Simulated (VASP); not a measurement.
# BrTl in VASP: notebook

Aim: see how the results for BrTl move with the level of theory and the settings. Levels: PBE, PBE+TS, BLYP+D3(BJ). Tasks: single point, relaxation of the atoms, atomic charges, electron localisation function.

Program: VASP 6.6.1. These are calculated values, not measurements. Logs are shortened: lines on timing, memory, paths and dates and some standing lists are left out, and cuts for length are marked.

### 1 Starting point

The cell holds a molecule in a box, 2 atoms: a = 9.000 Å, b = 9.000 Å, c = 12.000 Å, α = 90.00°, β = 90.00°, γ = 90.00°.

### 2 Single point, PBE (atoms moved at random, drawn with an rms of 0.05 Å)

INCAR reads:

```
SYSTEM = TlBr
PREC = Accurate
ENCUT = 520
EDIFF = 1E-7
ISMEAR = 0
SIGMA = 0.01
LREAL = .False.
LASPH = .True.
NELM = 60
ALGO = Normal
ISIF = 2
LWAVE = .False.
LCHARG = .True.
GGA = PE
LELF = .True.
LVHAR = .True.
LVACPOTAV = .True.
```

KPOINTS reads:

```
regular mesh
0
Gamma
  1 1 1
  0 0 0
```

POSCAR reads:

```
TlBr
1.0
    9.0000000000      0.0000000000      0.0000000000
    0.0000000000      9.0000000000      0.0000000000
    0.0000000000      0.0000000000     12.0000000000
Br Tl
1 1
Direct
    0.5025370000      0.5027120000      0.3953030000
    0.5006780000      0.5052720000      0.6092090000
```

Potentials or basis: VASP PAW PBE potentials, release 64 (Br, Tl_d).

The run is started by

```console
$ cat potpaw_PBE.64/Br/POTCAR potpaw_PBE.64/Tl_d/POTCAR > POTCAR
$ mpirun -np 1 vasp_gam > vasp.out
```

OUTCAR:

```text
SYSTEM = TlBr
   PREC = Accurate
   ENCUT = 520
   EDIFF = 1E-7
   ISMEAR = 0
   LREAL = .False.
   LASPH = .True.
   NELM = 60
   ISIF = 2
   GGA = PE

 ion  position               nearest neighbor table
   1  0.503  0.503  0.395-   2 2.57
   2  0.501  0.505  0.609-   1 2.57

  LATTYP: Found a simple tetragonal cell.
 ALAT       =     9.0000000000
 C/A-ratio  =     1.3333333333

  Lattice vectors:

 A1 = (   9.0000000000,   0.0000000000,   0.0000000000)
 A2 = (   0.0000000000,   9.0000000000,   0.0000000000)
 A3 = (   0.0000000000,   0.0000000000,  12.0000000000)

Analysis of symmetry for initial positions (statically):
=====================================================================
 Subroutine PRICEL returns:
 Original cell was already a primitive cell.

 Routine SETGRP: Setting up the symmetry group for a
 simple tetragonal supercell.

 Subroutine GETGRP returns: Found  1 space group operations
 (whereof  1 operations were pure point group operations)
 out of a pool of 16 trial point group operations.

The static configuration has the point symmetry C_1 .

Analysis of symmetry for dynamics (positions and initial velocities):
=====================================================================
 Subroutine PRICEL returns:
 Original cell was already a primitive cell.

 Routine SETGRP: Setting up the symmetry group for a
 simple tetragonal supercell.

 Subroutine GETGRP returns: Found  1 space group operations
 (whereof  1 operations were pure point group operations)
 out of a pool of 16 trial point group operations.

The dynamic configuration has the point symmetry C_1 .

 Subroutine INISYM returns: Found  1 space group operations
 (whereof  1 operations are pure point group operations),
 and found     1 'primitive' translations

----------------------------------------------------------------------------------------

                                     Primitive cell

  volume of cell :     972.0000

  direct lattice vectors                    reciprocal lattice vectors
     9.000000000  0.000000000  0.000000000     0.111111111  0.000000000  0.000000000
     0.000000000  9.000000000  0.000000000     0.000000000  0.111111111  0.000000000
     0.000000000  0.000000000 12.000000000     0.000000000  0.000000000  0.083333333

  length of vectors
     9.000000000  9.000000000 12.000000000     0.111111111  0.111111111  0.083333333

  position of ions in fractional coordinates (direct lattice)
     0.502537000  0.502712000  0.395303000
     0.500678000  0.505272000  0.609209000

  ion indices of the primitive-cell ions
[... 55 lines left out ...]
   IBRION =     -1    ionic relax: 0-MD 1-quasi-New 2-CG
   NFREE  =      0    steps in history (QN), initial steepest desc. (CG)
   ISIF   =      2    stress and relaxation
   ISYM   =      2    0-nonsym 1-usesym 2-fastsym
   POTIM  = 0.5000    time-step for ionic-motion
   TEBEG  =    0.0;   TEEND  =   0.0 temperature during run
   PSTRESS=    0.0 pullay stress
   NELECT =      20.0000    total number of electrons
   NUPDOWN=      -1.0000    fix difference up-down
   EMIN   =  10.00;   EMAX   =-10.00  energy-range for DOS
   EFERMI =   0.00;   METHOD = LEGACY
   ISMEAR =     0;   SIGMA  =   0.01  broadening in eV -4-tet -1-fermi 0-gaus
   EFERMI_NEDOS =   21; number of points for ismear=-14 and -15
   IALGO  =     38    algorithm
   IMIX   =      4    mixing-type and parameters
     AMIX     =   0.40;   BMIX     =  1.00
     AMIX_MAG =   1.60;   BMIX_MAG =  1.00
  volume/ion in A,a.u.               =     486.00      3279.69
  Fermi-wavevector in a.u.,A,eV,Ry     =   0.448604  0.847738  2.738107  0.201245
  Thomas-Fermi vector in A             =   1.428188
   LORBIT       =      0    0 simple, 1 ext, 2 COOP (PROOUT), +10 PAW based schemes
   GGA     = PE    functional components
   LHFCALC =     F    Hartree Fock is set to
   AEXX    =    0.0000 exact exchange contribution
   IVDW    =     0    specifies the selected vdW correction
   LEPSILON=     F    determine dielectric tensor
   LRPA    =     F    only Hartree local field effects (RPA)
 non-spin polarized calculation
 Gauss-broadening in eV      SIGMA  =   0.01
  energy-cutoff  :      520.00
  volume of cell :      972.00
 maximum number of plane-waves:     13093
 NGX is ok and might be reduce to    70
   NGX = 33   NGY = 33   NGZ = 45

 number of electron      19.9999996 magnetization

 Free energy of the ion-electron system (eV)
  ---------------------------------------------------
  ext. energy  EPLUGINS =         0.00000000
  ---------------------------------------------------
  free energy    TOTEN  =        -4.59948267 eV

  energy without entropy =       -4.59948267  energy(sigma->0) =       -4.59948267

 E-fermi :  -5.6749     XC(G=0):  -1.3550

 val. band max:       -5.7271680350   @ k =   0.0000   0.0000   0.0000
 cond. band min:      -1.8423773052   @ k =   0.0000   0.0000   0.0000
 fundamental gap:      3.8847907298
 Fermi energy:        -5.6749036751

 k-point     1 :       0.0000    0.0000    0.0000
  band No.  band energies     occupation
      1     -18.2620      2.00000
      2     -15.5137      2.00000
      3     -15.5137      2.00000
      4     -15.3596      2.00000
      5     -15.3596      2.00000
      6     -15.2164      2.00000
      7      -9.8304      2.00000
      8      -5.9304      2.00000
      9      -5.9304      2.00000
     10      -5.7272      2.00000
     11      -1.8424      0.00000
     12      -1.8424      0.00000
     13      -0.2806      0.00000
     14      -0.1576      0.00000

------------------------ aborting loop because EDIFF is reached ----------------------------------------

  FORCE on cell =-STRESS in cart. coord.  units (eV):
  Direction    XX          YY          ZZ          XY          YZ          ZX
  --------------------------------------------------------------------------------------
  -------------------------------------------------------------------------------------
  Total        0.0288111      0.0291967      2.1448120     -0.0001737      0.0208006     -0.0151575
  in kB        0.0474902      0.0481259      3.5353592     -0.0002864      0.0342863     -0.0249846
  external PRESSURE =       1.2103251 kB  Pullay stress =       0.0000000 kB

 VOLUME and BASIS-vectors are now :
 -----------------------------------------------------------------------------
  energy-cutoff  :      520.00
  volume of cell :      972.00
      direct lattice vectors                 reciprocal lattice vectors
     9.000000000  0.000000000  0.000000000     0.111111111  0.000000000  0.000000000
     0.000000000  9.000000000  0.000000000     0.000000000  0.111111111  0.000000000
     0.000000000  0.000000000 12.000000000     0.000000000  0.000000000  0.083333333

 POSITION                                       TOTAL-FORCE (eV/Angst)
 -----------------------------------------------------------------------------------
      4.52283      4.52441      4.74364         0.005680     -0.008138     -0.872149
      4.50610      4.54745      7.31051        -0.005680      0.008138      0.872149
 -----------------------------------------------------------------------------------
    total drift:                               -0.000038     -0.000263      0.000459

  FREE ENERGIE OF THE ION-ELECTRON SYSTEM (eV)
  ---------------------------------------------------
  free  energy   TOTEN  =        -4.5994826714 eV

  energy  without entropy=       -4.5994826714  energy(sigma->0) =       -4.59948267
```

OSZICAR:

```text
N       E                     dE             d eps       ncg     rms          rms(c)
DAV:   1     0.225300454033E+03    0.22530E+03   -0.53106E+03    28   0.913E+02
DAV:   2     0.318004061883E+02   -0.19350E+03   -0.18826E+03    48   0.209E+02
DAV:   3    -0.436397232589E+01   -0.36164E+02   -0.36129E+02    34   0.105E+02
[... 17 lines left out ...]
DAV:  21    -0.459948056217E+01   -0.33870E-05   -0.76810E-07    28   0.392E-03    0.809E-04
DAV:  22    -0.459948172024E+01   -0.11581E-05   -0.17735E-07    20   0.165E-03    0.879E-04
DAV:  23    -0.459948222946E+01   -0.50922E-06   -0.51535E-08    20   0.982E-04    0.341E-04
DAV:  24    -0.459948259391E+01   -0.36444E-06   -0.31811E-08    20   0.611E-04    0.118E-04
DAV:  25    -0.459948267137E+01   -0.77466E-07   -0.22589E-09    20   0.230E-04
   1 F= -.45994827E+01 E0= -.45994827E+01  d E =-.773386E-14
```

stdout:

```text
POSCAR found type information on POSCAR BrTl
 POSCAR found :  2 types and       2 ions
 scaLAPACK will be used
 LDA part: xc-table for (Slater+PW92), standard interpolation
 POSCAR, INCAR and KPOINTS ok, starting setup
 FFT: planning ... GRIDC
 FFT: planning ... GRID_SOFT
 FFT: planning ... GRID
 WAVECAR not read
 entering main loop
```

It took 50 s on 1 thread of AMD EPYC 9R45 (Zen 5), shared host; peak memory 0.76 GiB.

What came out:

```
Free energy                     : -4.5995 eV
Largest force                   : 0.872 eV/Å
Gap between the frontier levels : 3.88 eV
```

Forces on the atoms (eV/Å):
```
Br   0.006 -0.008 -0.872
Tl  -0.006  0.008  0.872
```

Caveat: spin-orbit coupling is left out, which as a rule narrows the gap of such compounds by several tenths of an eV.

### 3 Relaxation of the atoms, PBE (atoms moved at random, drawn with an rms of 0.02 Å)

INCAR reads:

```
PREC = Accurate ; ENCUT = 520
EDIFF = 1E-6 ; ISMEAR = 0
SIGMA = 0.01 ; LREAL = F
LASPH = T ; NELM = 100
ALGO = Normal ; ISIF = 2
LWAVE = F ; LCHARG = F
GGA = PE ; IBRION = 2
NSW = 60 ; EDIFFG = -0.005
```

KPOINTS reads:

```
Automatic mesh
0
Gamma
  1 1 1
```

POSCAR reads:

```
TlBr
1.0
    9.0000000000      0.0000000000      0.0000000000
    0.0000000000      9.0000000000      0.0000000000
    0.0000000000      0.0000000000     12.0000000000
Br Tl
1 1
Direct
    0.5017410000      0.5011150000      0.3949960000
    0.4992060000      0.5032850000      0.6104610000
```

Potentials or basis: VASP PAW PBE potentials, release 64 (Br, Tl_d).

The run is started by

```console
$ cat potpaw_PBE.64/Br/POTCAR potpaw_PBE.64/Tl_d/POTCAR > POTCAR
$ mpirun -np 1 vasp_gam > vasp.out
```

Wall time 84 s (1 thread of AMD EPYC 9R45 (Zen 5), shared host); peak memory 0.85 GiB.

The run converged. Its results:

```
Free energy                     : -4.6422 eV
Energy gained by relaxing       : 14.0 meV/atom
Ionic steps                     : 3
Gap between the frontier levels : 3.75 eV
```

Forces in eV/Å, atoms in the order of the input:
```
Br   0.000  0.000  0.002
Tl   0.000  0.000 -0.002
```

Step by step:
```tsv
step	energy change (eV)	largest force (eV/Å)	pressure (GPa)
1	0.0000	0.6909	0.10
2	-0.0268	0.1362	0.02
3	-0.0281	0.0022	0.00
```

Final structure:
```yaml
crystal:
  lattice:
    - [9.00000, 0.00000, 0.00000]
    - [0.00000, 9.00000, 0.00000]
    - [0.00000, 0.00000, 12.00000]
  atoms:
    - { symbol: Br, position: [0.50179, 0.50108, 0.39140] }
    - { symbol: Tl, position: [0.49916, 0.50332, 0.61405] }
```

Levels at points of the mesh, in eV from the valence-band top:
| k point | band 7 | band 8 | band 9 | band 10 | band 11 | band 12 | band 13 | band 14 |
| --- | --- | --- | --- | --- | --- | --- | --- | --- |
| (0.00, 0.00, 0.00) | -4.11 | -0.02 | 0.00 | 0.00 | 3.75 | 3.75 | 5.21 | 5.54 |

Caveat: spin-orbit coupling is left out, which as a rule narrows the gap of such compounds by several tenths of an eV.

### 4 Atomic charges, PBE+TS

INCAR reads:

```
SYSTEM = TlBr
ALGO = Fast
EDIFF = 1E-6
ENCUT = 520
GGA = PE
ISIF = 2
ISMEAR = 0
IVDW = 2
LASPH = .True.
LCHARG = .False.
LORBIT = 11
LREAL = .False.
LWAVE = .False.
NELM = 60
PREC = Accurate
SIGMA = 0.01
```

KPOINTS reads:

```
k-points
0
Gamma
  1 1 1
  0 0 0
```

POSCAR reads:

```
TlBr
1.0
    9.0000000000      0.0000000000      0.0000000000
    0.0000000000      9.0000000000      0.0000000000
    0.0000000000      0.0000000000     12.0000000000
Br Tl
1 1
Direct
    0.5014444400      0.5023333300      0.3937420400
    0.5014444400      0.5023333300      0.6119246200
```

The run is started by

```console
$ cat potpaw_PBE.64/Br/POTCAR potpaw_PBE.64/Tl_d/POTCAR > POTCAR
$ mpirun -np 1 vasp_gam > vasp.out
```

It took 47 s on 1 thread of AMD EPYC 9R45 (Zen 5), shared host; peak memory 0.79 GiB.

It converged, with:

```
Free energy                                           : -4.6361 eV
Largest force                                         : 0.407 eV/Å
Gap between the frontier levels                       : 3.83 eV
Valence electrons inside the program's atomic spheres : Br 4.85; Tl 11.16
Hirshfeld charges                                     : Br -0.35; Tl +0.35 e
Dispersion energy per atom                            : -0.002 eV
```

Forces in eV/Å, atoms in the order of the input:
```
Br   0.000  0.000 -0.407
Tl   0.000  0.000  0.407
```

Levels at points of the mesh, in eV from the valence-band top:
```tsv
k point	band 8	band 9	band 10	band 11	band 12	band 13
(0.00, 0.00, 0.00)	-0.09	-0.09	0.00	3.83	3.83	5.35
```

Caveat: spin-orbit coupling is left out, which as a rule narrows the gap of such compounds by several tenths of an eV.

(Part 1 of 2 ends here.)
